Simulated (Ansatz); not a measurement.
## Al3Cu: enthalpy against pressure

Al3Cu, P4/mmm, a = 2.774 Å, c = 7.592 Å. The structure is a Materials Project entry; whether it is the stable form wasn't checked. Ansatz: r2SCAN, PAW, 500 eV, Γ-centred 16×16×6 mesh on 4 atoms, Gaussian smearing 0.10 eV; no spin polarisation. Cell and atoms are relaxed at each pressure, and no other structure is tried, so the rows at high pressure may lie past a change of phase. y is the enthalpy over the state at zero pressure; there V0 = 14.603 Å³/atom. The pressures are the targets, met within 0.04 GPa.

```tsv
P (GPa)	y (eV/atom)
-3.0	-0.2774
0.0	0.0000
3.0	0.2697
8.0	?
15.0	1.2888
30.0	2.4646
60.0	4.6023
```

Problem. Fit y = c1 P + c2 P² + c3 P³ to the other rows, say what c1 and c2 mean, and predict the missing value.

Solution. Least squares on the rows shown. y = 0.090709 P − 0.00033842 P² + 1.7505×10⁻⁶ P³. Since dH/dP = V, c1 is V0: 0.090709 eV/GPa × 160.2 = 14.532 Å³ against 14.603; c2 = −V0/(2B0) gives B0 = 134 GPa, where a Birch–Murnaghan fit to the volumes of the same runs (not shown) gives 107 GPa: a cubic over this range folds the higher terms into c2. At P = 8.0 the fit asked for gives 0.7049 eV/atom. The run gave 0.7048 eV/atom, so the fit is 0.0001 eV/atom too high, within the rms miss on the fitted rows (0.0013 eV/atom).